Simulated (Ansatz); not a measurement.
Profile along the Li–N line in Li3N (Li3N type, space group P6/mmm)

Li3N (Li3N type, space group P6/mmm)

```cif
data_Li3N
_chemical_formula_sum 'Li3 N1'
_space_group_name_H-M_alt 'P 1'
_space_group_IT_number 1
_cell_length_a 3.63435
_cell_length_b 3.63435
_cell_length_c 3.86452
_cell_angle_alpha 90.000
_cell_angle_beta 90.000
_cell_angle_gamma 120.000
loop_
_space_group_symop_operation_xyz
  'x, y, z'
loop_
_atom_site_label
_atom_site_type_symbol
_atom_site_fract_x
_atom_site_fract_y
_atom_site_fract_z
_atom_site_occupancy
Li1 Li 0.00000 0.00000 0.50000 1
Li2 Li 0.33333 0.66667 0.00000 1
Li3 Li 0.66667 0.33333 0.00000 1
N1 N 0.00000 0.00000 0.00000 1
```

Fields along a shortest Li–N line of a (1 -1 0 0) plane (1.93 Å), from Li to N, interpolated on the slice's grid (step about 0.1 Å). Level of theory: PBE (plane waves to 420 eV, PAW, scalar-relativistic; Ansatz, a quantum-chemistry and plane-wave program). k mesh 10×10×9. Inside the PAW spheres the values are not all-electron values, and peaks at nuclei hang on which shells count as valence. Li3N was relaxed with its symmetry unable to fall.

```json
[
 {"distance from Li (Å)": "0.00", "valence electron density (e/Å³)": "9.50", "electron localisation function": "x"},
 {"distance from Li (Å)": "0.10", "valence electron density (e/Å³)": "8.83", "electron localisation function": "x"},
 {"distance from Li (Å)": "0.19", "valence electron density (e/Å³)": "7.08", "electron localisation function": "x"},
 {"distance from Li (Å)": "0.29", "valence electron density (e/Å³)": "4.83", "electron localisation function": "x"},
 {"distance from Li (Å)": "0.39", "valence electron density (e/Å³)": "2.74", "electron localisation function": "x"},
 {"distance from Li (Å)": "0.48", "valence electron density (e/Å³)": "1.26", "electron localisation function": "0.27"},
 {"distance from Li (Å)": "0.58", "valence electron density (e/Å³)": "0.50", "electron localisation function": "0.08"},
 {"distance from Li (Å)": "0.68", "valence electron density (e/Å³)": "0.28", "electron localisation function": "0.06"},
 {"distance from Li (Å)": "0.77", "valence electron density (e/Å³)": "0.26", "electron localisation function": "0.15"},
 {"distance from Li (Å)": "0.87", "valence electron density (e/Å³)": "0.33", "electron localisation function": "0.37"},
 {"distance from Li (Å)": "0.96", "valence electron density (e/Å³)": "0.43", "electron localisation function": "0.63"},
 {"distance from Li (Å)": "1.06", "valence electron density (e/Å³)": "0.60", "electron localisation function": "0.76"},
 {"distance from Li (Å)": "1.16", "valence electron density (e/Å³)": "0.83", "electron localisation function": "0.81"},
 {"distance from Li (Å)": "1.25", "valence electron density (e/Å³)": "1.18", "electron localisation function": "0.81"},
 {"distance from Li (Å)": "1.35", "valence electron density (e/Å³)": "1.67", "electron localisation function": "0.79"},
 {"distance from Li (Å)": "1.45", "valence electron density (e/Å³)": "2.28", "electron localisation function": "0.73"},
 {"distance from Li (Å)": "1.54", "valence electron density (e/Å³)": "2.88", "electron localisation function": "x"},
 {"distance from Li (Å)": "1.64", "valence electron density (e/Å³)": "3.30", "electron localisation function": "x"},
 {"distance from Li (Å)": "1.74", "valence electron density (e/Å³)": "3.48", "electron localisation function": "x"},
 {"distance from Li (Å)": "1.83", "valence electron density (e/Å³)": "3.48", "electron localisation function": "x"},
 {"distance from Li (Å)": "1.93", "valence electron density (e/Å³)": "3.46", "electron localisation function": "x"}
]
```

x: too close to a nucleus for the ELF to mean much.

Density on the Li–N line (1.93 Å) at its density minimum, 0.7 Å from Li: 0.25 e/Å³. ELF at that point: 0.09. ELF maximum in the middle third of the Li–N line: 0.81, 1.2 Å from Li.
